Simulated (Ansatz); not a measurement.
# Ir (P-1) in Ansatz: a series of runs

One crystal, Ir, is run at these levels: r2SCAN+D4, r2SCAN+rVV10; tasks: relaxation of cell and atoms.

All numbers are computed with Ansatz 0.2.0; they aren't measurements. Logs are shortened: lines on timing, memory, paths and dates and some standing lists are left out, and cuts for length are marked.

**1. The cell of the first run**

The typed cell holds 1 atom: a = 2.542 Å, b = 2.611 Å, c = 2.995 Å, α = 58.28°, β = 61.38°, γ = 59.90°.

This isn't the form of Ir at room conditions, which is fcc.

**2. Relaxation of cell and atoms, r2SCAN+D4 (cell sheared at random, sigma 0.1, atoms nudged by 0.01 Å)**

Contents of input.yaml:

```yaml
crystal:
  lattice:
    - [0.06446927, 1.83735574, 1.75604886]
    - [1.94181314, 0.07743499, 1.74308315]
    - [2.17282487, 2.05540176, -0.15357675]
  atoms:
    - { symbol: Ir, position: [0.0, 0.0, 0.0] }
hamiltonian:
  xc: r2scan
  pseudopotentials: { kind: paw }
  dispersion: d4
kpoints:
  mp_grid: { grid: [12, 13, 11] }
scf:
  occupations: { method: fermi_dirac, width: 0.05 }
output:
  forces: true
  stress: true
  eigenvalues: true
relax:
  f_tol: 0.01
  max_steps: 40
  cell: { stress_tol: 0.05 }
```

Potentials or basis: Ansatz PAW.

Launch:

```bash
ansatz run input.yaml --threads 2 --pin off --max-ram 5632MiB --backend cpu --events-out ev --progress --plain --runs-dir out
```

The log of the run:

```text
Warning: RAYON_NUM_THREADS=2 ignored (pool sized by the plan → 2); use --threads N
Engine: ansatz 0.2.0, aarch64-unknown-linux-gnu
Pseudopotentials: kind: paw
Pseudopotential: Ir, paw, valence charge 17, recommended cutoff 500 eV (meta_gga), Ir.paw.azcp
Functional definition: r2SCAN
  parameter k0 = 0.174
  parameter k1 = 0.065
  parameter a1 = 4.9479
  exchange = r2scan_x(k0 = k0, k1 = k1, a1 = a1)
  correlation = r2scan_c
Crystal: 1 atoms, lattice volume = 13.988 Å³
Basis set: ecut = 500 eV, 355 PW (Γ), exchange–correlation on 80×80×96 points (64 copies of the dense FFT grid, shifted against one another)
Bands: 13, of which v1, the nominal top of the filled ones, is band 9 counted from 1 (8 counted from 0)
Symmetry: 2 space group operations
Space group: P-1 (ITA 2), of the structure as read, at distance tolerance 2.4e-5 Å
k-points: 859 of 1716
Non-local potential: Ir, projectors of the file, l = 0: 3, l = 1: 2, l = 2: 2, l = 3: 1
PAW form: soft (Blöchl's): semilocal exchange-correlation on the pseudo side does not see the compensation charge
PAW frozen core: Ir, regenerated for the run's functional (the file was generated under x = pbe(κ = 0.804, μ = 0.2195149727645171), c = pbe(β = 0.06672455060314922))
PAW one-centre angular grid: Ir, 590 points (default); XC on 160 Gauss nodes
Initial density: superposition of atomic densities (neutral atoms: chi_scale 0, normalization atom), corrected by the library's trained network
Initial wavefunctions: pseudopotential atomic-orbital guess
Functional: x = r2scan, c = r2scan; τ floored in thin density (d = 2e-4 eV/Å³)
SCF iter   1: F=—  HF=-11948.559467 eV  |F-HF|=—  |Δ(HF+E_count)|=         —  Δρ=1.35e-2  dr2=1.14e-2  dr2_τ=4.52e-2  ethr=1.77e-3  ⟨swp⟩=5.5  Hψ=65807  notcnv=0
preconditioner: auto → none  [metal: Δε(μ)=0.002 eV  Ē_g=15.129 eV  σ=0.050 eV  W_gap=0.01  n_scr=2 (ndim 8)  ℏωp=29.8 eV  f_vac=0.000  D(μ)=1.18/eV (n_scr^D=14)  sad-step TF]
SCF iter   2: F=—  HF=-11948.588325 eV  |F-HF|=—  |Δ(HF+E_count)|=   2.89e-2  Δρ=8.15e-3  dr2=4.20e-3  dr2_τ=4.53e-4  ethr=6.72e-5  ⟨swp⟩=3.0  Hψ=25302  notcnv=0  defer=85
SCF iter   3: F=—  HF=-11948.588533 eV  |F-HF|=—  |Δ(HF+E_count)|=   2.07e-4  Δρ=1.18e-3  dr2=1.62e-4  dr2_τ=3.13e-5  ethr=2.47e-5  ⟨swp⟩=2.0  Hψ=18720  notcnv=0  defer=85
SCF iter   4: F=—  HF=-11948.588506 eV  |F-HF|=—  |Δ(HF+E_count)|=   2.61e-5  Δρ=2.17e-4  dr2=3.02e-6  dr2_τ=1.98e-6  ethr=9.52e-7  ⟨swp⟩=2.1  Hψ=15190  notcnv=0  defer=85
SCF iter   5: F=—  HF=-11948.588507 eV  |F-HF|=—  |Δ(HF+E_count)|=   1.02e-6  Δρ=5.82e-5  dr2=1.66e-7  dr2_τ=4.99e-8  ethr=1.78e-8  ⟨swp⟩=2.1  Hψ=15357  notcnv=0  defer=85
SCF iter   6: F=-11948.588508 eV  HF=-11948.588508 eV  |F-HF|=1.19e-8  |Δ(HF+E_count)|=   3.35e-7  Δρ=1.89e-5  dr2=2.64e-8  dr2_τ=3.91e-9  ethr=5.88e-10  ⟨swp⟩=5.3  Hψ=49258  notcnv=0
SCF 1 converged in 6 iterations: F = -11948.588508 eV  dr2 = 2.64e-8
[... 80 lines left out ...]
iter 1 solved again at ethr=7.21e-9 eV; its pass at ethr=3.10e-3 eV (dr2=1.23e-6 eV) is discarded
SCF iter   1: F=—  HF=-11949.022071 eV  |F-HF|=—  |Δ(HF+E_count)|=         —  Δρ=5.58e-5  dr2=9.64e-9  dr2_τ=1.78e-9  ethr=7.21e-9  ⟨swp⟩=3.0  Hψ=93003  notcnv=0
SCF iter   2: F=—  HF=-11949.022072 eV  |F-HF|=—  |Δ(HF+E_count)|=   1.48e-6  Δρ=2.78e-5  dr2=2.16e-9  dr2_τ=3.47e-8  ethr=5.67e-11  ⟨swp⟩=2.2  Hψ=15226  notcnv=0
SCF iter   3: F=—  HF=-11949.022073 eV  |F-HF|=—  |Δ(HF+E_count)|=   5.49e-7  Δρ=1.70e-6  dr2=4.75e-11  dr2_τ=1.33e-10  ethr=1.27e-11  ⟨swp⟩=2.0  Hψ=14930  notcnv=0
SCF iter   4: F=-11949.022073 eV  HF=-11949.022073 eV  |F-HF|=1.46e-11  |Δ(HF+E_count)|=   1.78e-9  Δρ=1.98e-7  dr2=1.92e-12  dr2_τ=8.21e-13  ethr=1.00e-12  ⟨swp⟩=5.5  Hψ=44099  notcnv=0
SCF 9 converged in 4 iterations: F = -11949.022073 eV  dr2 = 1.92e-12
relax step   9: F+E_penalty+E_count = -11949.02207262 eV  Δ(F+E_penalty+E_count) = -1.836e-7 eV  max|allowed force component| = 0.000e0 eV/Å  Δτ_max = 0.0000 Å  P = +0.001 GPa  Ω = 14.107 Å³  stress off target by 3.84e-3 GPa  SCF on the basis re-selected at this cell (its energy is not comparable with the rows above)  (4 SCF iters)
basis re-selected at this cell: Δ(F+E_penalty+E_count) = -1.836e-7 eV, ΔP = -0.000 GPa vs the last step (what re-selecting the basis moved, of the pressure what is left beyond the Pulay correction that the steps carried, after the strain that the cell walked since its last selection, with what the two solves' SCF thresholds leave and, on support functions, any second-order correction that the steps lacked; it is no measure of the basis error at this ecutwfc). This SCF's stress stands 3.84e-3 GPa from its target on what of the cell is left free (relax.cell.stress_tol is 5.00e-2 GPa) and its largest allowed force component is 0.00e0 eV/Å (relax.f_tol is 1.00e-2 eV/Å): within both
SCF converged after 4 iterations
Free energy (F): -11949.022073 eV
Harris-Foulkes:  -11949.022073 eV  (|F-HF|=1.46e-11)
Internal energy: -11949.014194 eV  (E = F + TS)
E sigma→0 (E₀):  -11949.018133 eV
Entropy (-TS):   -0.007879 eV (-7.879 meV/atom)
Fermi energy:    25.660744 eV
--- Per-component energies (eV) ---
  E_band       = -99.336215
  E_kinetic    = 623.819628
  E_local      = -1062.868793  (includes V_loc(G=0)·N_el)
  E_nonlocal   = 73.943927
  E_hartree    = 409.274584
  E_xc         = -255.609351
  E_vxc        = -333.775859  (∫ρ·V_xc dr)
  E_paw        = -9249.729654  (= ΣΔE_a)
  E_vpaw       = -239.719564  (= ΣTr[D̂ρ^β])
  E_aug_tail   = -0.000014  (compensation charges beyond the density's cutoff)
  E_vtau       = 20.715257  (kinetic-family band-sum trace: ∫τ·v_τ [+ j·A + Jᵃ·Aᵃ] dr)
  E_ewald      = -2487.228688
  E_disp       = -0.298939  (pairwise vdW)
  E_core_change = -0.316894  (= ΣΔE_core)
  E_smearing   = -0.007879  (= −TS)
  E_closure    = 0.000000  (closes the sum)
  Σ components = -11949.022073   (vs F -11949.022073, Δ=0.00e0)
--- Forces (eV/Å), atoms counted from 1 ---
  atom   1  Ir     0.00000000     0.00000000     0.00000000
  max |Σ_I F_I| component: 0.00e0 eV/Å
--- Stress (GPa, compression-positive) ---
        0.003397       0.001153      -0.000294
        0.001153       0.000147      -0.001087
       -0.000294      -0.001088      -0.001062
  P = ⅓ Tr σ = 0.0008 GPa (0.008 kbar)
--- Band table (eV; the first three rows and the last of 859) ---
  k-point 0: bands = ["-69.2793", "-25.1122", "-25.1049", "-25.0989", "14.1315", "21.6213", "21.6540", "21.6756", "24.3690", "24.3878", "39.9191", "45.6580", "45.7411"]
  k-point 1: bands = ["-69.2733", "-25.1732", "-25.1216", "-25.1105", "14.5130", "21.4326", "21.8039", "21.8296", "24.2762", "24.2937", "40.5627", "44.2200", "46.3645"]
  k-point 2: bands = ["-69.2573", "-25.3595", "-25.1474", "-25.1357", "15.5319", "21.0842", "22.0723", "22.1043", "24.2474", "24.2598", "41.5949", "42.2474", "48.1312"]
  k-point 858: bands = ["-69.1784", "-25.8878", "-25.4465", "-25.4203", "17.6747", "18.2467", "25.1039", "26.1057", "27.1439", "29.5251", "35.7772", "38.0216", "38.7868"]
--- Relaxed structure (7 steps of the walk, 7 accepted, 2 SCFs on fresh bases) ---
  F+E_penalty+E_count = -11949.02207262 eV   max|allowed force component| = 0.000e0 eV/Å   (the final SCF, on the basis selected at the relaxed cell)
  cell:  # Å, volume = 14.1068 Å³
    - [0.0016228801929092096, 1.9181704314666048, 1.916915176938057]
    - [1.9172355916893469, 0.0034962737857544696, 1.9150951787520578]
    - [1.9220207007287062, 1.9212021139676017, -0.0011955766074729923]
  atoms:
    - { symbol: Ir, position: [0.0, 0.0, 0.0] }
```

It took 78 s on 2 threads of Arm Neoverse V2, shared host; peak memory 0.53 GiB.

What came out:

```yaml
Free_energy: -11949.0221 eV
Relaxed_volume: 14.11 Å³/atom
Relaxed_cell: a = 2.712 Å, b = 2.710 Å, c = 2.718 Å, α = 59.93°, β = 59.99°, γ = 59.94°
Space_group_after_relaxing_to_0.05_Å: Fm-3m (No. 225)
Energy_gained_by_relaxing: 433.6 meV/atom
Ionic_steps: 9
Pressure_after_relaxing: 0.0 GPa
Band_gap_on_the_k_mesh: none (metal or under the smearing width)
```

Step by step:
```
step  energy change (eV)  largest force (eV/Å)  volume (Å³)
   1              0.0000                0.0000        13.99
   2             -0.3005                0.0000        14.51
   3             -0.4167                0.0000        14.18
   4             -0.4257                0.0000        14.02
   5             -0.4329                0.0000        14.10
   6             -0.4329                0.0000        14.11
   7             -0.4336                0.0000        14.11
   8             -0.4336                0.0000        14.11
   9             -0.4336                0.0000        14.11
```

Final structure:
```cif
data_structure
_symmetry_space_group_name_H-M 'P 1'
_symmetry_Int_Tables_number 1
_cell_length_a 2.7118
_cell_length_b 2.7099
_cell_length_c 2.7176
_cell_angle_alpha 59.935
_cell_angle_beta 59.989
_cell_angle_gamma 59.941
_cell_volume 14.11
loop_
_atom_site_label
_atom_site_type_symbol
_atom_site_fract_x
_atom_site_fract_y
_atom_site_fract_z
_atom_site_occupancy
Ir1 Ir 0.00000 0.00000 0.00000 1
```

Caveat: the plane-wave basis is chosen anew once the cell has moved, so the energies of steps on either side of that aren't comparable; pairwise dispersion overbinds metals, which lowers pressure and volume; the PAW data sets come from PBE, with cores solved anew for the run's functional, which leaves a small shift of forces and pressure.

**3. Relaxation of cell and atoms, r2SCAN+rVV10 (cell sheared at random, sigma 0.1, atoms nudged by 0.01 Å)**

Changes to input.yaml since step 2:

```diff
@@ -10,3 +10,3 @@
   pseudopotentials: { kind: paw }
-  dispersion: d4
+  dispersion: rvv10
 kpoints:
@@ -19,2 +19,6 @@
   eigenvalues: true
+  write_density: true
+  write_potential: true
+  elf: true
+  volumetric_format: npy
 relax:
```

Potentials or basis: Ansatz PAW.

Launch:

```bash
ansatz run input.yaml --threads 2 --pin off --max-ram 5632MiB --backend cpu --events-out ev --progress --plain --runs-dir out
```

Run time: 92 s. Hardware: 2 threads of Arm Neoverse V2, shared host; peak memory 0.56 GiB.

The run converged. Its results:

- Free energy: -11945.8626 eV
- Relaxed volume: 14.08 Å³/atom
- Relaxed cell: a = 2.710 Å, b = 2.708 Å, c = 2.716 Å, α = 59.94°, β = 59.99°, γ = 59.94°
- Space group after relaxing (to 0.05 Å): Fm-3m (No. 225)
- Energy gained by relaxing: 435.2 meV/atom
- Ionic steps: 9
- Pressure after relaxing: 0.0 GPa
- Band gap on the k mesh: none (metal or under the smearing width)

Step by step:
| step | energy change (eV) | largest force (eV/Å) | volume (Å³) |
| --- | --- | --- | --- |
| 1 | 0.0000 | 0.0000 | 13.99 |
| 2 | -0.3078 | 0.0000 | 14.48 |
| 3 | -0.4204 | 0.0000 | 14.14 |
| 4 | -0.4295 | 0.0000 | 14.01 |
| 5 | -0.4345 | 0.0000 | 14.08 |
| 6 | -0.4346 | 0.0000 | 14.08 |
| 7 | -0.4352 | 0.0000 | 14.08 |
| 8 | -0.4352 | 0.0000 | 14.08 |
| 9 | -0.4352 | 0.0000 | 14.08 |

Final structure:
```cif
data_structure
_symmetry_space_group_name_H-M 'P 1'
_symmetry_Int_Tables_number 1
_cell_length_a 2.7103
_cell_length_b 2.7084
_cell_length_c 2.7160
_cell_angle_alpha 59.935
_cell_angle_beta 59.990
_cell_angle_gamma 59.941
_cell_volume 14.08
loop_
_atom_site_label
_atom_site_type_symbol
_atom_site_fract_x
_atom_site_fract_y
_atom_site_fract_z
_atom_site_occupancy
Ir1 Ir 0.00000 0.00000 0.00000 1
```

Levels at points of the mesh, in eV from the Fermi level:
| k point | band 6 | band 7 | band 8 | band 9 | band 10 | band 11 |
| --- | --- | --- | --- | --- | --- | --- |
| (0.00, 0.00, 0.00) | -4.05 | -4.02 | -4.00 | -1.29 | -1.27 | 14.23 |
| (-0.50, 0.00, 0.00) | -4.22 | -4.14 | -0.71 | 0.96 | 0.98 | 7.77 |

Caveat: the plane-wave basis is chosen anew once the cell has moved, so the energies of steps on either side of that aren't comparable; pairwise dispersion overbinds metals, which lowers pressure and volume; the PAW data sets come from PBE, with cores solved anew for the run's functional, which leaves a small shift of forces and pressure. Spin-orbit coupling is left out, which matters for the levels of Ir.
